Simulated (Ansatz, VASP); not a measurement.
**Be: VASP beside Ansatz**

```
Be
1.0
     2.35939    0.00000    0.00000
    -1.17969    2.04329    0.00000
     0.00000    0.00000    7.50531
Be
4
Direct
  0.00000 0.00000 0.00000
  0.00000 0.00000 0.50000
  0.33333 0.66667 0.25000
  0.66667 0.33333 0.75000
```

Alike in both runs: task single point; functional revPBE; k mesh 18 × 18 × 5; occupations fermi-dirac, width 0.1 eV; no spin polarisation.

|  | VASP | Ansatz |
| --- | --- | --- |
| version | VASP 6.6.1 | Ansatz 0.2.0 |
| potentials or method | VASP PAW PBE potentials, release 64 (Be) | plane waves (420 eV) with PAW, scalar-relativistic |
| plane-wave cutoff (eV) | 520 | 420 |
| valence electrons in the cell | 8 | 8 |

```tsv
	VASP	Ansatz	Ansatz less VASP
pressure (GPa)	-11.1	-11.1	-0.01
largest component of the traceless stress (GPa)	0.34	0.35	+0.012
```

Caveats: the PAW data sets were made with another functional, which shifts forces and pressure a little (VASP).
